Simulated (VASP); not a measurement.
# BaS (Fm-3m) in VASP: a series of runs

The runs below take BaS through single point, with PBE.

Program: VASP 6.6.1. These are calculated values, not measurements. Logs are shortened: lines on timing, memory, paths and dates and some standing lists are left out, and cuts for length are marked.

**Measured values to compare with.**

From a printed reference work, monograph, original work of 1988, for a bulk crystal of BaS at 2 K: band gap 3.806 eV (indirect).

How close the calculation comes is told below.

### Step 1. The crystal as given

Symmetry: Fm-3m, No. 225, cubic system. Conventional cell: a = 6.388 Å, b = 6.388 Å, c = 6.388 Å, α = 90.00°, β = 90.00°, γ = 90.00°. Around Ba (site symmetry m-3m) lie 6 S at 3.19 Å. Around S (site symmetry m-3m) lie 6 Ba at 3.19 Å.

### Step 2. Single point, PBE

Input file INCAR:

```
SYSTEM = BaS
  ALGO = Normal
  EDIFF = 1E-6
  ENCUT = 520
  GGA = PE
  ISIF = 2
  ISMEAR = 0
  LASPH = .True.
  LCHARG = .False.
  LREAL = .False.
  LWAVE = .False.
  NBANDS = 15
  NELM = 100
  PREC = Accurate
  SIGMA = 0.01
```

Input file KPOINTS:

```
k-points
0
Gamma
  6 6 6
  0 0 0
```

Input file POSCAR:

```
BaS
1.0
    0.0000000000      3.1937500000      3.1937500000
    3.1937500000      0.0000000000      3.1937500000
    3.1937500000      3.1937500000      0.0000000000
Ba S
1 1
Direct
    0.0000000000      0.0000000000      0.0000000000
    0.5000000000      0.5000000000      0.5000000000
```

Potentials or basis: VASP PAW PBE potentials, release 64 (Ba_sv, S).

Command:

```sh
$ cat potpaw_PBE.64/Ba_sv/POTCAR potpaw_PBE.64/S/POTCAR > POTCAR
$ mpirun -np 1 vasp_std > vasp.out
```

OUTCAR:

```text
SYSTEM = BaS
   EDIFF = 1E-6
   ENCUT = 520
   GGA = PE
   ISIF = 2
   ISMEAR = 0
   LASPH = .True.
   LREAL = .False.
   NELM = 100
   PREC = Accurate

 ion  position               nearest neighbor table
   1  0.000  0.000  0.000-   2 3.19   2 3.19   2 3.19   2 3.19   2 3.19   2 3.19
   2  0.500  0.500  0.500-   1 3.19   1 3.19   1 3.19   1 3.19   1 3.19   1 3.19

  LATTYP: Found a face centered cubic cell.
 ALAT       =     6.3875000000

  Lattice vectors:

 A1 = (   0.0000000000,   3.1937500000,   3.1937500000)
 A2 = (   3.1937500000,   0.0000000000,   3.1937500000)
 A3 = (   3.1937500000,   3.1937500000,   0.0000000000)

Analysis of symmetry for initial positions (statically):
=====================================================================
 Subroutine PRICEL returns:
 Original cell was already a primitive cell.

 Routine SETGRP: Setting up the symmetry group for a
 face centered cubic supercell.

 Subroutine GETGRP returns: Found 48 space group operations
 (whereof 48 operations were pure point group operations)
 out of a pool of 48 trial point group operations.

The static configuration has the point symmetry O_h .

Analysis of symmetry for dynamics (positions and initial velocities):
=====================================================================
 Subroutine PRICEL returns:
 Original cell was already a primitive cell.

 Routine SETGRP: Setting up the symmetry group for a
 face centered cubic supercell.

 Subroutine GETGRP returns: Found 48 space group operations
 (whereof 48 operations were pure point group operations)
 out of a pool of 48 trial point group operations.

The dynamic configuration has the point symmetry O_h .

 Subroutine INISYM returns: Found 48 space group operations
 (whereof 48 operations are pure point group operations),
 and found     1 'primitive' translations

----------------------------------------------------------------------------------------

                                     Primitive cell

  volume of cell :      65.1527

  direct lattice vectors                    reciprocal lattice vectors
     0.000000000  3.193750000  3.193750000    -0.156555773  0.156555773  0.156555773
     3.193750000  0.000000000  3.193750000     0.156555773 -0.156555773  0.156555773
     3.193750000  3.193750000  0.000000000     0.156555773  0.156555773 -0.156555773

  length of vectors
     4.516644565  4.516644565  4.516644565     0.271162553  0.271162553  0.271162553

  position of ions in fractional coordinates (direct lattice)
     0.000000000  0.000000000  0.000000000
     0.500000000  0.500000000  0.500000000

  ion indices of the primitive-cell ions
   primitive index   ion index
                 1           1
                 2           2

----------------------------------------------------------------------------------------

 KPOINTS: k-points

Automatic generation of k-mesh.
 Grid dimensions read from file:
 generate k-points for:    6    6    6

 Generating k-lattice:

  Cartesian coordinates                     Fractional coordinates (reciprocal lattice)
    -0.026092629  0.026092629  0.026092629     0.166666667  0.000000000  0.000000000
     0.026092629 -0.026092629  0.026092629     0.000000000  0.166666667  0.000000000
     0.026092629  0.026092629 -0.026092629     0.000000000  0.000000000  0.166666667

  Length of vectors
     0.045193759  0.045193759  0.045193759

  Shift w.r.t. Gamma in fractional coordinates (k-lattice)
     0.000000000  0.000000000  0.000000000

 Subroutine IBZKPT returns following result:
 ===========================================

 Found     16 irreducible k-points:

 Following reciprocal coordinates:
            Coordinates               Weight
  0.000000  0.000000  0.000000      1.000000
  0.166667  0.000000  0.000000      8.000000
  0.333333  0.000000  0.000000      8.000000
  0.500000  0.000000  0.000000      4.000000
  0.166667  0.166667  0.000000      6.000000
  0.333333  0.166667  0.000000     24.000000
[... 8 lines left out ...]
 -0.333333  0.333333  0.166667     24.000000
 -0.333333  0.500000  0.166667     12.000000
   k-points           NKPTS =     16   k-points in BZ     NKDIM =     16   number of bands    NBANDS=     15
   number of dos      NEDOS =    301   number of ions     NIONS =      2
   total plane-waves  NPLWV =  46656
   dimension x,y,z NGX =    36 NGY =   36 NGZ =   36
   dimension x,y,z NGXF=    72 NGYF=   72 NGZF=   72
   ions per type =               1   1
   NGX,Y,Z   is equivalent  to a cutoff of  13.25, 13.25, 13.25 a.u.
   NGXF,Y,Z  is equivalent  to a cutoff of  26.50, 26.50, 26.50 a.u.
 SYSTEM =  BaS
   PREC   = accura    normal or accurate (medium, high low for compatibility)
   ISTART =      0    job   : 0-new  1-cont  2-samecut
   ICHARG =      2    charge: 1-file 2-atom 10-const
   ISPIN  =      1    spin polarized calculation?
   LNONCOLLINEAR =      F non collinear calculations
   LSORBIT =      F    spin-orbit coupling
   LASPH  =      T    aspherical Exc in radial PAW
   ENCUT  =  520.0 eV  38.22 Ry    6.18 a.u.   8.40  8.40  8.40*2*pi/ulx,y,z
   NELM   =    100;   NELMIN=  2; NELMDL= -5     # of ELM steps
   EDIFF  = 0.1E-05   stopping-criterion for ELM
   LREAL  =      F    real-space projection
   EDIFFG = 0.1E-04   stopping-criterion for IOM
   NSW    =      0    number of steps for IOM
   IBRION =     -1    ionic relax: 0-MD 1-quasi-New 2-CG
   NFREE  =      0    steps in history (QN), initial steepest desc. (CG)
   ISIF   =      2    stress and relaxation
   ISYM   =      2    0-nonsym 1-usesym 2-fastsym
   POTIM  = 0.5000    time-step for ionic-motion
   TEBEG  =    0.0;   TEEND  =   0.0 temperature during run
   PSTRESS=    0.0 pullay stress
   NELECT =      16.0000    total number of electrons
   NUPDOWN=      -1.0000    fix difference up-down
   EMIN   =  10.00;   EMAX   =-10.00  energy-range for DOS
   EFERMI =   0.00;   METHOD = LEGACY
   ISMEAR =     0;   SIGMA  =   0.01  broadening in eV -4-tet -1-fermi 0-gaus
   EFERMI_NEDOS =   21; number of points for ismear=-14 and -15
   IALGO  =     38    algorithm
   IMIX   =      4    mixing-type and parameters
     AMIX     =   0.40;   BMIX     =  1.00
     AMIX_MAG =   1.60;   BMIX_MAG =  1.00
  volume/ion in A,a.u.               =      32.58       219.84
  Fermi-wavevector in a.u.,A,eV,Ry     =   1.025189  1.937326 14.299891  1.051012
  Thomas-Fermi vector in A             =   2.159016
   LORBIT       =      0    0 simple, 1 ext, 2 COOP (PROOUT), +10 PAW based schemes
   GGA     = PE    functional components
   LHFCALC =     F    Hartree Fock is set to
   AEXX    =    0.0000 exact exchange contribution
   IVDW    =     0    specifies the selected vdW correction
   LEPSILON=     F    determine dielectric tensor
   LRPA    =     F    only Hartree local field effects (RPA)
 non-spin polarized calculation
 Gauss-broadening in eV      SIGMA  =   0.01
  energy-cutoff  :      520.00
  volume of cell :       65.15
 maximum number of plane-waves:      1807
 NGX is ok and might be reduce to    36
   NGX = 17   NGY = 17   NGZ = 17

 number of electron      16.0000001 magnetization

 Free energy of the ion-electron system (eV)
  ---------------------------------------------------
  ext. energy  EPLUGINS =         0.00000000
  ---------------------------------------------------
  free energy    TOTEN  =       -10.18458545 eV

  energy without entropy =      -10.18458545  energy(sigma->0) =      -10.18458545

 E-fermi :   1.5806     XC(G=0):  -8.6258

 val. band max:        1.4541159062   @ k =   0.0000   0.0000   0.0000
 cond. band min:       3.5609903526   @ k =   0.5000   0.5000   0.0000
 fundamental gap:      2.1068744464
 Fermi energy:         1.5805901041

 k-point     1 :       0.0000    0.0000    0.0000
  band No.  band energies     occupation
      1     -24.6208      2.00000
      2      -9.6764      2.00000
      3      -9.6764      2.00000
      4      -9.6764      2.00000
      5      -8.9062      2.00000
      6       1.4541      2.00000
      7       1.4541      2.00000
      8       1.4541      2.00000
      9       5.0536      0.00000
     10       5.3225      0.00000
     11       5.3225      0.00000
     12       5.3225      0.00000
     13       6.2483      0.00000
     14       6.2483      0.00000
     15      10.1890      0.00000

 k-point     2 :       0.1667    0.0000    0.0000
  band No.  band energies     occupation
      1     -24.6096      2.00000
      2     -10.1285      2.00000
      3      -9.6861      2.00000
      4      -9.6861      2.00000
      5      -8.4308      2.00000
      6       0.8026      2.00000
      7       1.1108      2.00000
      8       1.1108      2.00000
      9       5.3649      0.00000
     10       5.7311      0.00000
     11       5.7311      0.00000
     12       6.0273      0.00000
     13       7.0262      0.00000
     14       7.0262      0.00000
     15      11.2438      0.00000

 k-point     3 :       0.3333    0.0000    0.0000
  band No.  band energies     occupation
      1     -24.5872      2.00000
      2     -10.6271      2.00000
      3      -9.7053      2.00000
      4      -9.7053      2.00000
      5      -7.8809      2.00000
      6      -0.1118      2.00000
      7       0.5836      2.00000
      8       0.5836      2.00000
      9       5.9209      0.00000
     10       6.8176      0.00000
     11       6.8176      0.00000
     12       7.4799      0.00000
     13       8.7793      0.00000
     14       8.7793      0.00000
     15      11.8380      0.00000
[... 199 lines left out ...]
 k-point    15 :      -0.3333    0.3333    0.1667
  band No.  band energies     occupation
      1     -24.5658      2.00000
      2     -10.4606      2.00000
      3      -9.9448      2.00000
      4      -9.8480      2.00000
      5      -8.1195      2.00000
      6       0.1688      2.00000
      7       0.7523      2.00000
      8       0.8164      2.00000
      9       5.9119      0.00000
     10       6.0165      0.00000
     11       8.0840      0.00000
     12       8.4498      0.00000
     13       8.8224      0.00000
     14      10.8004      0.00000
     15      10.9496      0.00000

 k-point    16 :      -0.3333    0.5000    0.1667
  band No.  band energies     occupation
      1     -24.5625      2.00000
      2     -10.1436      2.00000
      3     -10.0895      2.00000
      4      -9.9431      2.00000
      5      -8.3914      2.00000
      6       0.5551      2.00000
      7       0.9240      2.00000
      8       1.0691      2.00000
      9       4.6559      0.00000
     10       6.9874      0.00000
     11       7.6396      0.00000
     12       8.4220      0.00000
     13       8.9664      0.00000
     14       9.7788      0.00000
     15      11.2790      0.00000

------------------------ aborting loop because EDIFF is reached ----------------------------------------

  FORCE on cell =-STRESS in cart. coord.  units (eV):
  Direction    XX          YY          ZZ          XY          YZ          ZX
  --------------------------------------------------------------------------------------
  -------------------------------------------------------------------------------------
  Total        0.5810651      0.5810651      0.5810651      0.0000000      0.0000000     -0.0000000
  in kB       14.2890256     14.2890256     14.2890256      0.0000000      0.0000000     -0.0000000
  external PRESSURE =      14.2890256 kB  Pullay stress =       0.0000000 kB

 VOLUME and BASIS-vectors are now :
 -----------------------------------------------------------------------------
  energy-cutoff  :      520.00
  volume of cell :       65.15
      direct lattice vectors                 reciprocal lattice vectors
     0.000000000  3.193750000  3.193750000    -0.156555773  0.156555773  0.156555773
     3.193750000  0.000000000  3.193750000     0.156555773 -0.156555773  0.156555773
     3.193750000  3.193750000  0.000000000     0.156555773  0.156555773 -0.156555773

 POSITION                                       TOTAL-FORCE (eV/Angst)
 -----------------------------------------------------------------------------------
      0.00000      0.00000      0.00000        -0.000000     -0.000000      0.000000
      3.19375      3.19375      3.19375         0.000000      0.000000     -0.000000
 -----------------------------------------------------------------------------------
    total drift:                                0.000000      0.000000      0.000000

  FREE ENERGIE OF THE ION-ELECTRON SYSTEM (eV)
  ---------------------------------------------------
  free  energy   TOTEN  =       -10.1845854499 eV

  energy  without entropy=      -10.1845854499  energy(sigma->0) =      -10.18458545
```

It took 11 s on 1 thread of AMD EPYC 9R45 (Zen 5), shared host; peak memory 0.17 GiB.

What came out:

```yaml
Free_energy: -10.1846 eV
Pressure: 1.4 GPa
Band_gap_on_the_k_mesh: 2.11 eV, indirect (least direct gap 2.24 eV)
```

Levels at points of the mesh, in eV from the valence-band top:
```tsv
k point	band 4	band 5	band 6	band 7	band 8	band 9	band 10	band 11	band 12	band 13
(0.00, 0.00, 0.00)	-11.13	-10.36	0.00	0.00	0.00	3.60	3.87	3.87	3.87	4.79
(0.50, 0.00, 0.00)	-11.17	-9.12	-1.94	-1.09	-1.09	5.54	5.69	6.31	6.31	8.94
(0.50, 0.50, 0.00)	-11.32	-10.27	-0.52	-0.14	-0.14	2.11	5.93	6.03	7.49	7.49
```

Caveat: spin-orbit coupling is left out, which moves the levels of the heavy elements.

### Step 3. Single point, PBE

Input file INCAR:

```
SYSTEM = BaS
PREC = Accurate
ENCUT = 520
EDIFF = 1E-6
ISMEAR = 0
SIGMA = 0.01
LREAL = .FALSE.
LASPH = .TRUE.
NELM = 100
ALGO = Normal
ISIF = 2
LWAVE = .FALSE.
LCHARG = .TRUE.
GGA = PE
LELF = .TRUE.
LVHAR = .TRUE.
NBANDS = 15
```

Input file KPOINTS:

```
Automatic mesh
0
G
  3 3 3
  0 0 0
```

POSCAR is that of step 2.

Potentials or basis: VASP PAW PBE potentials, release 64 (Ba_sv, S).

Command:

```sh
$ cat potpaw_PBE.64/Ba_sv/POTCAR potpaw_PBE.64/S/POTCAR > POTCAR
$ mpirun -np 1 vasp_std > vasp.out
```

OUTCAR:

```text
SYSTEM = BaS
   PREC = Accurate
   ENCUT = 520
   EDIFF = 1E-6
   ISMEAR = 0
   LREAL = .FALSE.
   LASPH = .TRUE.
   NELM = 100
   ISIF = 2
   GGA = PE

 ion  position               nearest neighbor table
   1  0.000  0.000  0.000-   2 3.19   2 3.19   2 3.19   2 3.19   2 3.19   2 3.19
   2  0.500  0.500  0.500-   1 3.19   1 3.19   1 3.19   1 3.19   1 3.19   1 3.19

  LATTYP: Found a face centered cubic cell.
 ALAT       =     6.3875000000

  Lattice vectors:

 A1 = (   0.0000000000,   3.1937500000,   3.1937500000)
 A2 = (   3.1937500000,   0.0000000000,   3.1937500000)
[... 237 lines left out ...]

  FORCE on cell =-STRESS in cart. coord.  units (eV):
  Direction    XX          YY          ZZ          XY          YZ          ZX
  --------------------------------------------------------------------------------------
  -------------------------------------------------------------------------------------
  Total        0.6702384      0.6702384      0.6702384      0.0000000      0.0000000     -0.0000000
  in kB       16.4818958     16.4818958     16.4818958      0.0000000      0.0000000     -0.0000000
  external PRESSURE =      16.4818958 kB  Pullay stress =       0.0000000 kB

 VOLUME and BASIS-vectors are now :
 -----------------------------------------------------------------------------
  energy-cutoff  :      520.00
  volume of cell :       65.15
      direct lattice vectors                 reciprocal lattice vectors
     0.000000000  3.193750000  3.193750000    -0.156555773  0.156555773  0.156555773
     3.193750000  0.000000000  3.193750000     0.156555773 -0.156555773  0.156555773
     3.193750000  3.193750000  0.000000000     0.156555773  0.156555773 -0.156555773

 POSITION                                       TOTAL-FORCE (eV/Angst)
 -----------------------------------------------------------------------------------
      0.00000      0.00000      0.00000        -0.000000     -0.000000     -0.000000
      3.19375      3.19375      3.19375         0.000000      0.000000      0.000000
 -----------------------------------------------------------------------------------
    total drift:                                0.000000      0.000000      0.000000

  FREE ENERGIE OF THE ION-ELECTRON SYSTEM (eV)
  ---------------------------------------------------
  free  energy   TOTEN  =       -10.1521143147 eV

  energy  without entropy=      -10.1521143147  energy(sigma->0) =      -10.15211431
```

OSZICAR:

```text
N       E                     dE             d eps       ncg     rms          rms(c)
DAV:   1     0.934585161596E+02    0.93459E+02   -0.69579E+03   120   0.937E+02
DAV:   2    -0.492884589981E+01   -0.98387E+02   -0.87877E+02   170   0.177E+02
DAV:   3    -0.105227923642E+02   -0.55939E+01   -0.55533E+01   155   0.438E+01
DAV:   4    -0.106487655571E+02   -0.12597E+00   -0.12596E+00   172   0.690E+00
DAV:   5    -0.106508595965E+02   -0.20940E-02   -0.20938E-02   162   0.657E-01    0.481E+00
DAV:   6    -0.101347295704E+02    0.51613E+00   -0.68332E-01   148   0.498E+00    0.322E+00
DAV:   7    -0.101365521769E+02   -0.18226E-02   -0.23342E-01   162   0.254E+00    0.217E+00
DAV:   8    -0.101501787575E+02   -0.13627E-01   -0.27205E-02   127   0.114E+00    0.235E-01
DAV:   9    -0.101511306229E+02   -0.95187E-03   -0.40878E-03   148   0.466E-01    0.144E-01
DAV:  10    -0.101520073814E+02   -0.87676E-03   -0.94692E-04   127   0.211E-01    0.636E-02
DAV:  11    -0.101521113502E+02   -0.10397E-03   -0.14943E-04   155   0.740E-02    0.114E-02
DAV:  12    -0.101521147743E+02   -0.34241E-05   -0.96299E-06   127   0.203E-02    0.864E-03
DAV:  13    -0.101521143147E+02    0.45963E-06   -0.11240E-06   138   0.658E-03
   1 F= -.10152114E+02 E0= -.10152114E+02  d E =-.413085E-12
```

stdout:

```text
POSCAR found type information on POSCAR BaS
 POSCAR found :  2 types and       2 ions
 scaLAPACK will be used
 LDA part: xc-table for (Slater+PW92), standard interpolation
 POSCAR, INCAR and KPOINTS ok, starting setup
 FFT: planning ... GRIDC
 FFT: planning ... GRID_SOFT
 FFT: planning ... GRID
 WAVECAR not read
 entering main loop
```

It took 5.2 s on 1 thread of AMD EPYC 9R45 (Zen 5), shared host; peak memory 0.17 GiB.

What came out:

```
Free energy            : -10.1521 eV
Pressure               : 1.6 GPa
Band gap on the k mesh : 2.40 eV, indirect (least direct gap 2.57 eV)
```

Caveat: the k mesh is coarse (spacing up to 0.57 Å⁻¹), so the values aren't converged; spin-orbit coupling is left out, which moves the levels of the heavy elements; an odd mesh through Γ misses points on the zone boundary, where band edges often lie.

### Step 4. Comparison with measurements

Step 2. Measured gap of BaS: 3.806 eV (indirect; 2 K; a printed reference work, monograph, original work of 1988). This calculation gives 2.11 eV (-1.70 eV). Spin-orbit coupling on Ba is left out. The value is that of PBE on a finite k mesh, which can miss the band edges, without temperature or zero-point motion. Semilocal functionals fall short of measured gaps as a rule.
